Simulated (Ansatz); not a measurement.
input.yaml (Ansatz)

```yaml
crystal:
  lattice:
    - [0.0, 1.7511769006, 1.7511769006]
    - [1.7511769006, 0.0, 1.7511769006]
    - [1.7511769006, 1.7511769006, 0.0]
  atoms:
    - { symbol: Mn, position: [0.0, 0.0, 0.0], spin: 3.0, spin_axis: [0, 0, 1] }
hamiltonian:
  xc: pbe
  pseudopotentials:
    kind: paw_fr
    azcp:
      Mn: "pseudopotentials/Mn.paw.azcp"
basis:
  ecutwfc: 420
  fft_grid_basis: typed
kpoints:
  mp_grid: { grid: [15, 15, 15], shift: [0, 0, 0] }
magnetization:
  noncollinear: true
  spin_orbit: true
scf:
  occupations: { method: fermi_dirac, width: 0.05 }
```

Terminal output

```
Engine: ansatz 0.2.0, x86_64-unknown-linux-gnu
Pseudopotentials: kind: paw_fr
Pseudopotential: Mn, paw_fr, valence charge 15, recommended cutoff 420 eV (normal) 
Functional definition: PBE
  parameter kappa = 0.804
  parameter beta = 0.06672455060314922
  exchange = pbe_x(kappa = kappa, mu = beta*pi^2/3)
  correlation = pbe_c(beta = beta)
Crystal: 1 atoms, lattice volume = 10.740 Å³
Basis set: ecut = 420 eV, 181 PW (Γ)
Bands: 24, of which v1, the nominal top of the filled ones, is band 15 counted from 1 (14 counted from 0)
Symmetry: 8 space group operations + 8 with time reversal
Magnetic group: BNS 139.537 (UNI 1197), of the structure as read, at distance tolerance 2.2e-5 Å
k-points: 288 of 3375 (time reversal used)
Projection manifold: j_resolved (fully-relativistic pseudo-atomic orbitals)
Non-local potential: Mn, projectors of the file, l = 0: 3, l = 1: 4, l = 2: 6, l = 3: 2
PAW form: soft (Blöchl's): semilocal exchange-correlation on the pseudo side does not see the compensation charge
PAW one-centre angular grid: Mn, 590 points (default); XC on 64 Gauss nodes
Initial density: superposition of atomic densities (chi_scale 0.1, normalization cell)
Starting moments: Σ|m| = 3 μB on 1 of 1 site
Initial wavefunctions: pseudopotential atomic-orbital guess
Functional: x = pbe(κ = 0.804, μ = 0.2195149727645171), c = pbe(β = 0.06672455060314922)
SCF iter   1: F=—  HF=-3898.411773 eV  |F-HF|=—  |Δ(HF+E_count)|=         —  Δρ=2.53e-1  dr2=7.77e-1  dr2_m=1.57e0  ethr=3.10e-3  |M|=1.80e0 ∫|m|=1.80e0 μB  |m|>n=0.0e0 m-floor=0.0e0 τ_xc=0.0e0 mc-row=0.0e0  β_m=0.30  ⟨swp⟩=6.2  Hψ=35723  notcnv=0  defer=82
SCF iter   2: F=—  HF=-3898.420824 eV  |F-HF|=—  |Δ(HF+E_count)|=   9.05e-3  Δρ=1.73e-1  dr2=7.73e-3  dr2_m=7.34e-1  ethr=3.10e-3  |M|=1.79e0 ∫|m|=1.79e0 μB  |m|>n=0.0e0 m-floor=0.0e0 τ_xc=2.2e-4 mc-row=0.0e0  β_m=0.30  ⟨swp⟩=3.2  Hψ=14984  notcnv=0  defer=730
SCF iter   3: F=—  HF=-3898.530599 eV  |F-HF|=—  |Δ(HF+E_count)|=   1.10e-1  Δρ=1.58e-1  dr2=7.28e-3  dr2_m=6.11e-1  ethr=5.15e-5  |M|=1.62e0 ∫|m|=1.63e0 μB  |m|>n=0.0e0 m-floor=0.0e0 τ_xc=3.8e-4 mc-row=0.0e0  β_m=0.30  ⟨swp⟩=2.1  Hψ=11739  notcnv=0  defer=726
SCF iter   4: F=—  HF=-3898.611248 eV  |F-HF|=—  |Δ(HF+E_count)|=   8.06e-2  Δρ=1.40e-1  dr2=5.02e-3  dr2_m=4.80e-1  ethr=4.85e-5  |M|=1.49e0 ∫|m|=1.50e0 μB  |m|>n=0.0e0 m-floor=0.0e0 τ_xc=4.5e-4 mc-row=0.0e0  β_m=0.30  ⟨swp⟩=2.5  Hψ=14763  notcnv=0  defer=707
SCF iter   5: F=—  HF=-3898.672121 eV  |F-HF|=—  |Δ(HF+E_count)|=   6.09e-2  Δρ=1.33e-1  dr2=5.51e-4  dr2_m=4.34e-1  ethr=3.35e-5  |M|=1.34e0 ∫|m|=1.35e0 μB  |m|>n=0.0e0 m-floor=0.0e0 τ_xc=4.7e-4 mc-row=0.0e0  β_m=0.30  ⟨swp⟩=2.1  Hψ=10656  notcnv=0  defer=700
SCF iter   6: F=—  HF=-3898.720665 eV  |F-HF|=—  |Δ(HF+E_count)|=   4.85e-2  Δρ=1.18e-1  dr2=4.99e-4  dr2_m=3.41e-1  ethr=3.67e-6  |M|=1.24e0 ∫|m|=1.25e0 μB  |m|>n=0.0e0 m-floor=0.0e0 τ_xc=4.4e-4 mc-row=0.0e0  β_m=0.30  ⟨swp⟩=2.0  Hψ=12307  notcnv=0  defer=692
SCF iter   7: F=—  HF=-3898.757176 eV  |F-HF|=—  |Δ(HF+E_count)|=   3.65e-2  Δρ=1.04e-1  dr2=2.49e-3  dr2_m=2.67e-1  ethr=3.33e-6  |M|=1.15e0 ∫|m|=1.16e0 μB  |m|>n=0.0e0 m-floor=0.0e0 τ_xc=4.0e-4 mc-row=0.0e0  β_m=0.30  ⟨swp⟩=2.1  Hψ=13421  notcnv=0  defer=677
...
SCF iter  20: F=—  HF=-3898.922576 eV  |F-HF|=—  |Δ(HF+E_count)|=   1.73e-5  Δρ=4.75e-4  dr2=7.67e-6  dr2_m=6.46e-7  ethr=2.25e-8  |M|=1.60e-3 ∫|m|=2.07e-3 μB  |m|>n=0.0e0 m-floor=0.0e0 τ_xc=3.6e-8 mc-row=0.0e0  β_m=0.83  ⟨swp⟩=2.3  Hψ=10984  notcnv=0  defer=578
SCF iter  21: F=—  HF=-3898.922577 eV  |F-HF|=—  |Δ(HF+E_count)|=   3.91e-7  Δρ=1.14e-4  dr2=3.78e-7  dr2_m=4.84e-8  ethr=2.25e-8  |M|=1.75e-4 ∫|m|=1.92e-4 μB  |m|>n=0.0e0 m-floor=0.0e0 τ_xc=2.0e-8 mc-row=0.0e0  β_m=0.72  ⟨swp⟩=2.0  Hψ=10025  notcnv=0  defer=577
SCF iter  22: F=—  HF=-3898.922577 eV  |F-HF|=—  |Δ(HF+E_count)|=   5.98e-8  Δρ=2.26e-5  dr2=7.58e-9  dr2_m=1.32e-8  ethr=6.67e-10  |M|=4.11e-4 ∫|m|=4.25e-4 μB  |m|>n=0.0e0 m-floor=0.0e0 τ_xc=2.8e-9 mc-row=0.0e0  β_m=0.86  ⟨swp⟩=1.4  Hψ=18533  notcnv=0
SCF iter  23: F=—  HF=-3898.922577 eV  |F-HF|=—  |Δ(HF+E_count)|=   1.66e-8  Δρ=4.17e-6  dr2=1.02e-9  dr2_m=6.13e-10  ethr=5.05e-11  |M|=1.14e-4 ∫|m|=1.20e-4 μB  |m|>n=0.0e0 m-floor=0.0e0 τ_xc=6.0e-10 mc-row=0.0e0  β_m=0.93  ⟨swp⟩=3.0  Hψ=15944  notcnv=0
SCF iter  24: F=—  HF=-3898.922577 eV  |F-HF|=—  |Δ(HF+E_count)|=   1.86e-9  Δρ=8.64e-7  dr2=1.09e-11  dr2_m=5.40e-11  ethr=6.81e-12  |M|=1.53e-5 ∫|m|=1.79e-5 μB  |m|>n=0.0e0 m-floor=0.0e0 τ_xc=3.5e-11 mc-row=0.0e0  β_m=0.97  ⟨swp⟩=2.9  Hψ=14070  notcnv=0
SCF iter  25: F=-3898.922577 eV  HF=-3898.922577 eV  |F-HF|=5.91e-12  |Δ(HF+E_count)|=  1.09e-10  Δρ=3.55e-7  dr2=1.21e-12  dr2_m=6.30e-12  ethr=1.00e-12  |M|=8.44e-6 ∫|m|=9.05e-6 μB  |m|>n=0.0e0 m-floor=0.0e0 τ_xc=2.2e-12 mc-row=0.0e0  ⟨swp⟩=2.0  Hψ=12449  notcnv=0
WARN: the starting moments were not kept: the SCF closed with an absolute magnetisation of 9.0e-6 μB, where they sum to 3 μB in size (1 site). That is at most 0.1 of that sum. Measured as dr2_m measures the in/out step, that magnetisation stands 1.1e-10 eV from none, at or under the dr2_threshold of 1.0e-7 eV: it is no larger than a step whose dr2_m would equal this threshold. The system may hold no moment; this SCF shows only that its start led to no more than that. To try another start: raise the starting moments (crystal.atoms[].spin, magnetization.per_species, magnetization.initial_magnetization, or on a non-collinear deck that types none of these the spinor_matrix: blocks that start its atoms; where the total moment is fixed, keep their sum and leave initial_magnetization as it is; typed ones take the place of any that the run laid by itself, positive ones on a crystal's lanthanoids without a Hubbard term where scf.initial_density.shell_occupations: [] is typed) or, if the notice of its spin-set hold's release reads "site moments contracting" or "site moments show no strong build", lengthen the hold (scf.mixing.spin_hold: { on: { confirm: 4 } }; for m-r²SCAN on two components see the key's manual first). Each may lead to a state that holds a moment. A second SCF, from the converged charge density, with the starting moments and any scf.initial_density.shell_occupations laid on it anew, would have followed, and was not run: the deck does not ask for one (magnetization.retry_lost_moments is false, the default). To let it run, set magnetization.retry_lost_moments: true and run the deck again, where that key's refused combinations let it; where memory then withholds it, that run's warning says so.
SCF 1 converged in 25 iterations: F = -3898.922577 eV  dr2 = 1.21e-12
SCF converged after 25 iterations
Magnetization: |M| = 0.0000 μB,  M = (-0.0000, -0.0000, -0.0000) μB
Absolute magnetization: 0.0000 μB (∫|m|, with the PAW one-centre terms)
  site 0: m = (-0.0000, +0.0000, -0.0000) μB, |m| = 0.0000 μB  (R = 1.02 Å)
Free energy (F): -3898.922577 eV
Harris-Foulkes:  -3898.922577 eV  (|F-HF|=5.91e-12)
Internal energy: -3898.910811 eV  (E = F + TS)
E sigma→0 (E₀):  -3898.916694 eV
Entropy (-TS):   -0.011766 eV (-11.766 meV/atom)
Fermi energy:    20.343936 eV
--- Per-component energies (eV) ---
  E_band       = -157.310083
  E_kinetic    = 308.431786
  E_local      = -1560.577184  (includes V_loc(G=0)·N_el)
  E_nonlocal   = 236.137836
  E_hartree    = 649.776900
  E_xc         = -115.873652
  E_vxc        = -148.507738  (∫ρ·V_xc dr)
  E_paw        = -1296.148747  (= ΣΔE_a)
  E_vpaw       = -292.348519  (= ΣTr[D̂ρ^β])
  E_aug_tail   = -0.000009  (compensation charges beyond the density's cutoff)
  E_ewald      = -2120.657741
  E_smearing   = -0.011766  (= −TS)
  E_closure    = 0.000000  (closes the sum)
  Σ components = -3898.922577   (vs F -3898.922577, Δ=0.00e0)
```

Command:

```sh
ansatz run input.yaml --threads 1 --pin off --max-ram 3584MiB --backend cpu --events-out ev --progress --plain --runs-dir out
```

On 1 thread of Intel(R) Xeon(R) Platinum 8259CL CPU @ 2.50GHz (Skylake/Cascade Lake) (shared host) this took about 66 s of wall time and 63 s of CPU time.
